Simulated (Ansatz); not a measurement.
**Rhodium, dhcp under PBE: ground state and equation of state**

Aim: take rhodium in the dhcp structure, relax it, solve it on a dense k-mesh, then scale the cell to 7 volumes from 88 to 112 % of the relaxed one and try a fit of the equation of state. The start is ferromagnetic. The k-meshes are 13×13×4 for the relaxation; 18×18×5 for the dense run; 15×15×4 for the volumes.

Computed with Ansatz 0.2.0 (DFT PBE, plane waves (420 eV) with PAW, scalar-relativistic, unless a step says otherwise).

### 1 The system as given

The structure is hexagonal, space group P6_3/mmc (No. 194). The conventional cell has a = 2.689 Å, b = 2.689 Å, c = 8.783 Å, α = 90.00°, β = 90.00°, γ = 120.00°. Rh (site symmetry -3m) is surrounded by 12 Rh at 2.69 Å. Rh (site symmetry -6m2) has 12 Rh at 2.69 Å as nearest neighbours.

Coordinates:

```
Rh
1.0
     2.68919    0.00000    0.00000
    -1.34460    2.32891    0.00000
     0.00000    0.00000    8.78291
Rh
4
Direct
  0.00000 0.00000 0.00000
  0.00000 0.00000 0.50000
  0.33333 0.66667 0.25000
  0.66667 0.33333 0.75000
```

The atoms start with moments of +1 ×4 μB.

### 2 Relaxing cell and atoms

input.yaml reads:

```yaml
crystal:
  lattice:
    - [2.6891940459, 0.0, 0.0]
    - [-1.3445970229, 2.3289103594, 0.0]
    - [0.0, 0.0, 8.7829077538]
  atoms:
    - { symbol: Rh, position: [0.0, 0.0, 0.0], spin: 1.0 }
    - { symbol: Rh, position: [0.0, 0.0, 0.5], spin: 1.0 }
    - { symbol: Rh, position: [0.3333333333, 0.6666666667, 0.25], spin: 1.0 }
    - { symbol: Rh, position: [0.6666666667, 0.3333333333, 0.75], spin: 1.0 }
hamiltonian:
  xc: pbe
  pseudopotentials:
    kind: paw
    azcp:
      Rh: "pseudopotentials/Rh.paw.azcp"
basis:
  ecutwfc: 420
  fft_grid_basis: typed
kpoints:
  mp_grid: { grid: [13, 13, 4], shift: [0, 0, 0] }
magnetization:
  spin_polarized: true
scf:
  occupations: { method: fermi_dirac, width: 0.05 }
relax:
  max_steps: 60
  f_tol: 0.01
  cell: {}
output:
  write_density: true
  write_potential: true
  elf: true
  volumetric_format: npy
```

Command:

```sh
> ansatz run input.yaml --threads 2 --pin off --max-ram 6144MiB --backend cpu --events-out ev --progress --plain --runs-dir out
```

After this run come: The energy on a finer k-mesh; The cell scaled to 88 % of its volume; The cell scaled to 92 % of its volume; The cell scaled to 96 % of its volume; The cell scaled to 100 % of its volume; The cell scaled to 104 % of its volume; The cell scaled to 108 % of its volume; The cell scaled to 112 % of its volume.

Q: Predict the outcome of this session. Wanted: space group; conventional cell; volume; shortest distance; gap on the mesh; magnetic state; relative to fcc; V₀, B₀, B₀′.

The runs gave:

```
                      quantity                                   value
space group (spins left aside)                      P6_3/mmc (No. 194)
             conventional cell  a = 2.711 Å, c = 8.846 Å (c/a = 3.264)
                        volume                          14.072 Å³/atom
             shortest distance                                 2.709 Å
               gap on the mesh            none (levels filled in part)
                magnetic state                            non-magnetic
               relative to fcc                            +19 meV/atom
                   V₀, B₀, B₀′            14.063 Å³/atom, 256 GPa, 5.2
```

The relaxation enlarged the cell by 2.3 % in volume. Against the reference form of rhodium (fcc, computed apart with the same settings) it stands 19 meV/atom higher. The starting moments do not survive. Levels at the Fermi energy are filled in part, as in a metal. The fitted modulus is 256 GPa; letting shape and positions relax at each volume could only lower it. Relaxation kept the symmetry; phonons were not checked.
